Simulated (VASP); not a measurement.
# InP (F-43m) in VASP: notebook, part 2 of 2

VASP 6.6.1.

## 6. Single point, PBE (grid = ENCUT=520 dk=0.45 cell=3x3x2 ISMEAR=0 SIGMA=0.05 LREAL=Auto EDIFF=1e-06)

The input, INCAR:

```
SYSTEM = InP
ALGO     = Fast           ! electronic algorithm
EDIFF    = 1E-6           ! SCF threshold, eV
ENCUT    = 520            ! plane-wave cutoff, eV
GGA      = PE             ! functional
ISIF     = 2              ! what is computed and relaxed
ISMEAR   = 0              ! smearing method
KPAR     = 2            
LASPH    = .TRUE.         ! aspherical terms in the spheres
LCHARG   = .FALSE.        ! write CHGCAR
LREAL    = Auto         
LWAVE    = .FALSE.        ! write WAVECAR
NBANDS   = 174            ! bands
NCORE    = 1            
NELM     = 120            ! most SCF steps
PREC     = Accurate       ! precision mode
SIGMA    = 0.05           ! smearing width, eV
```

The input, KPOINTS:

```
k-points
0
G
  2 2 3
  0 0 0
```

The input, POSCAR:

```
InP
1.0
    0.0000000000      8.7915000000      8.7915000000
    8.7915000000      0.0000000000      8.7915000000
    5.8610000000      5.8610000000      0.0000000000
P In
18 18
Direct
    0.0000000000      0.0000000000      0.0000000000
    0.2500000000      0.2500000000      0.3750000000
    0.2500000000      0.2500000000      0.8750000000
    0.2500000000      0.5833333333      0.3750000000
    0.2500000000      0.5833333333      0.8750000000
    0.2500000000      0.9166666667      0.3750000000
    0.5833333333      0.2500000000      0.3750000000
    0.5833333333      0.2500000000      0.8750000000
    0.5833333333      0.5833333333      0.3750000000
    0.5833333333      0.5833333333      0.8750000000
    0.5833333333      0.9166666667      0.3750000000
    0.5833333333      0.9166666667      0.8750000000
    0.9166666667      0.2500000000      0.3750000000
    0.9166666667      0.2500000000      0.8750000000
    0.9166666667      0.5833333333      0.3750000000
    0.9166666667      0.5833333333      0.8750000000
    0.9166666667      0.9166666667      0.3750000000
    0.9166666667      0.9166666667      0.8750000000
    0.0000000000      0.0000000000      0.5000000000
    0.0000000000      0.3333333333      0.0000000000
    0.0000000000      0.3333333333      0.5000000000
    0.0000000000      0.6666666667      0.0000000000
    0.0000000000      0.6666666667      0.5000000000
    0.3333333333      0.0000000000      0.0000000000
    0.3333333333      0.0000000000      0.5000000000
    0.3333333333      0.3333333333      0.0000000000
    0.3333333333      0.3333333333      0.5000000000
    0.3333333333      0.6666666667      0.0000000000
    0.3333333333      0.6666666667      0.5000000000
    0.6666666667      0.0000000000      0.0000000000
    0.6666666667      0.0000000000      0.5000000000
    0.6666666667      0.3333333333      0.0000000000
    0.6666666667      0.3333333333      0.5000000000
    0.6666666667      0.6666666667      0.0000000000
    0.6666666667      0.6666666667      0.5000000000
    0.2500000000      0.9166666667      0.8750000000
```

Potentials or basis: VASP PAW PBE potentials, release 64 (P, In_d).

Started as:

```sh
cat potpaw_PBE.64/P/POTCAR potpaw_PBE.64/In_d/POTCAR > POTCAR
mpirun -np 4 vasp_std > vasp.out
```

OUTCAR:

```text
SYSTEM = InP
   EDIFF = 1E-6
   ENCUT = 520
   GGA = PE
   ISIF = 2
   ISMEAR = 0
   LASPH = .TRUE.
   LREAL = Auto
   NELM = 120
   PREC = Accurate

 Found      8 irreducible k-points:

 Following reciprocal coordinates:
            Coordinates               Weight
  0.000000  0.000000  0.000000      1.000000
  0.500000  0.000000  0.000000      1.000000
  0.000000  0.500000  0.000000      1.000000
  0.500000  0.500000  0.000000      1.000000
  0.000000  0.000000  0.333333      2.000000
  0.500000  0.000000  0.333333      2.000000
   k-points           NKPTS =      8   k-points in BZ     NKDIM =      8   number of bands    NBANDS=    174
   number of dos      NEDOS =    301   number of ions     NIONS =     36
   total plane-waves  NPLWV = 589824
   dimension x,y,z NGX =    96 NGY =   96 NGZ =   64
   dimension x,y,z NGXF=   192 NGYF=  192 NGZF=  128
   ions per type =              18  18
   NGX,Y,Z   is equivalent  to a cutoff of  12.84, 12.84, 12.84 a.u.
   NGXF,Y,Z  is equivalent  to a cutoff of  25.67, 25.67, 25.67 a.u.
 SYSTEM =  InP
   PREC   = accura    normal or accurate (medium, high low for compatibility)
   ISTART =      0    job   : 0-new  1-cont  2-samecut
   ICHARG =      2    charge: 1-file 2-atom 10-const
   ISPIN  =      1    spin polarized calculation?
   LNONCOLLINEAR =      F non collinear calculations
   LSORBIT =      F    spin-orbit coupling
   LASPH  =      T    aspherical Exc in radial PAW
   ENCUT  =  520.0 eV  38.22 Ry    6.18 a.u.  23.12 23.12 15.41*2*pi/ulx,y,z
   NELM   =    120;   NELMIN=  2; NELMDL= -5     # of ELM steps
   EDIFF  = 0.1E-05   stopping-criterion for ELM
   LREAL  =      T    real-space projection
   EDIFFG = 0.1E-04   stopping-criterion for IOM
   NSW    =      0    number of steps for IOM
   IBRION =     -1    ionic relax: 0-MD 1-quasi-New 2-CG
   NFREE  =      0    steps in history (QN), initial steepest desc. (CG)
   ISIF   =      2    stress and relaxation
   ISYM   =      2    0-nonsym 1-usesym 2-fastsym
   POTIM  = 0.5000    time-step for ionic-motion
   TEBEG  =    0.0;   TEEND  =   0.0 temperature during run
   PSTRESS=    0.0 pullay stress
   NELECT =     324.0000    total number of electrons
   NUPDOWN=      -1.0000    fix difference up-down
   EMIN   =  10.00;   EMAX   =-10.00  energy-range for DOS
   EFERMI =   0.00;   METHOD = LEGACY
   ISMEAR =     0;   SIGMA  =   0.05  broadening in eV -4-tet -1-fermi 0-gaus
   EFERMI_NEDOS =   21; number of points for ismear=-14 and -15
   IALGO  =     68    algorithm
   IMIX   =      4    mixing-type and parameters
     AMIX     =   0.40;   BMIX     =  1.00
     AMIX_MAG =   1.60;   BMIX_MAG =  1.00
  volume/ion in A,a.u.               =      25.17       169.83
  Fermi-wavevector in a.u.,A,eV,Ry     =   1.162021  2.195901 18.371846  1.350293
  Thomas-Fermi vector in A             =   2.298587
   LORBIT       =      0    0 simple, 1 ext, 2 COOP (PROOUT), +10 PAW based schemes
   GGA     = PE    functional components
   LHFCALC =     F    Hartree Fock is set to
   AEXX    =    0.0000 exact exchange contribution
   IVDW    =     0    specifies the selected vdW correction
   LEPSILON=     F    determine dielectric tensor
   LRPA    =     F    only Hartree local field effects (RPA)
 non-spin polarized calculation
 RMM-DIIS sequential band-by-band and
 Gauss-broadening in eV      SIGMA  =   0.05
  energy-cutoff  :      520.00
  volume of cell :      906.00
 maximum number of plane-waves:     24463
 NGX is ok and might be reduce to    96
   NGX = 47   NGY = 47   NGZ = 31

 number of electron     324.0000086 magnetization

 Free energy of the ion-electron system (eV)
  ---------------------------------------------------
  ext. energy  EPLUGINS =         0.00000000
  ---------------------------------------------------
  free energy    TOTEN  =      -146.71280367 eV

  energy without entropy =     -146.70359534  energy(sigma->0) =     -146.70819950

 E-fermi :   5.7499     XC(G=0):  -9.2936

 val. band max:        5.7247663216   @ k =   0.5000   0.5000   0.0000
 cond. band min:       5.7540140552   @ k =   0.0000   0.0000   0.3333
 fundamental gap:      0.0292477335
 Fermi energy:         5.7498715614

 k-point     1 :       0.0000    0.0000    0.0000
  band No.  band energies     occupation
      1      -9.4407      2.00000
      2      -9.3986      2.00000
      3      -9.2267      2.00000
      4      -9.2199      2.00000
      5      -9.2100      2.00000
      6      -9.2062      2.00000
[... 166 lines left out ...]
    173       7.4480      0.00000
    174       7.8112      0.00000

 k-point     2 :       0.5000    0.0000    0.0000
  band No.  band energies     occupation
      1      -9.4407      2.00000
      2      -9.3985      2.00000
      3      -9.2292      2.00000
      4      -9.2216      2.00000
      5      -9.2109      2.00000
      6      -9.2062      2.00000
[... 166 lines left out ...]
    173       7.8492      0.00000
    174       7.9990      0.00000

 k-point     3 :       0.0000    0.5000    0.0000
  band No.  band energies     occupation
      1      -9.4407      2.00000
      2      -9.3984      2.00000
      3      -9.2325      2.00000
      4      -9.2209      2.00000
      5      -9.2089      2.00000
      6      -9.2055      2.00000
[... 166 lines left out ...]
    173       7.7856      0.00000
    174       7.9078      0.00000

 k-point     4 :       0.5000    0.5000    0.0000
  band No.  band energies     occupation
      1      -9.4407      2.00000
      2      -9.3984      2.00000
      3      -9.2323      2.00000
      4      -9.2195      2.00000
      5      -9.2103      2.00000
      6      -9.2068      2.00000
[... 166 lines left out ...]
    173       7.8218      0.00000
    174       7.8786      0.00000

 k-point     5 :       0.0000    0.0000    0.3333
  band No.  band energies     occupation
      1      -9.4465      2.00000
      2      -9.3940      2.00000
      3      -9.2242      2.00000
      4      -9.2130      2.00000
      5      -9.2071      2.00000
      6      -9.1996      2.00000
[... 166 lines left out ...]
    173       7.8557      0.00000
    174       7.9196      0.00000

 k-point     6 :       0.5000    0.0000    0.3333
  band No.  band energies     occupation
      1      -9.4464      2.00000
      2      -9.3939      2.00000
      3      -9.2254      2.00000
      4      -9.2131      2.00000
      5      -9.2080      2.00000
      6      -9.2007      2.00000
[... 166 lines left out ...]
    173       8.0646      0.00000
    174       8.2993      0.00000

 [... further k-points ...]

------------------------ aborting loop because EDIFF is reached ----------------------------------------

  FORCE on cell =-STRESS in cart. coord.  units (eV):
  Direction    XX          YY          ZZ          XY          YZ          ZX
  --------------------------------------------------------------------------------------
  -------------------------------------------------------------------------------------
  Total       21.5250186     21.5582571     22.8732591     -0.1133022     -0.8591468      0.7663706
  in kB       38.0650531     38.1238323     40.4492948     -0.2003648     -1.5193237      1.3552572
  external PRESSURE =      38.8793934 kB  Pullay stress =       0.0000000 kB

 VOLUME and BASIS-vectors are now :
 -----------------------------------------------------------------------------
  energy-cutoff  :      520.00
  volume of cell :      906.00
      direct lattice vectors                 reciprocal lattice vectors
     0.000000000  8.791500000  8.791500000    -0.056873116  0.056873116  0.056873116
     8.791500000  0.000000000  8.791500000     0.056873116 -0.056873116  0.056873116
     5.861000000  5.861000000  0.000000000     0.085309674  0.085309674 -0.085309674

 POSITION                                       TOTAL-FORCE (eV/Angst)
 -----------------------------------------------------------------------------------
      0.00000      0.00000      0.00000         0.781190     -0.838114     -0.859226
      4.39575      4.39575      4.39575        -0.081195     -0.149433      0.152816
      7.32625      7.32625      4.39575         0.098559      0.103856      0.075626
      7.32625      4.39575      7.32625        -0.079968      0.188920     -0.173907
     10.25675      7.32625      7.32625        -0.166311      0.054180     -0.110463
     10.25675      4.39575     10.25675        -0.015670      0.009018      0.000121
[... 28 lines left out ...]
      8.79150      8.79150     11.72200         0.030163     -0.007831     -0.036972
     13.18725      7.32625     10.25675         0.887243     -0.894860     -1.161521
 -----------------------------------------------------------------------------------
    total drift:                               -0.000197      0.000193      0.000490

  FREE ENERGIE OF THE ION-ELECTRON SYSTEM (eV)
  ---------------------------------------------------
  free  energy   TOTEN  =      -146.7128036707 eV

  energy  without entropy=     -146.7035953387  energy(sigma->0) =     -146.70819950
```

It took 15 min on 4 MPI ranks of Intel Xeon 6975P-C (Granite Rapids), shared host; peak memory 0.95 GiB.

The run converged, but some of its settings lie outside the range that counts as converged, so its numbers aren't taken as properties of the crystal.

What came out:

```
Free energy            : -146.7128 eV
Pressure               : 3.9 GPa
Largest force          : 1.714 eV/Å
Band gap on the k mesh : none (metal or under the smearing width)
```
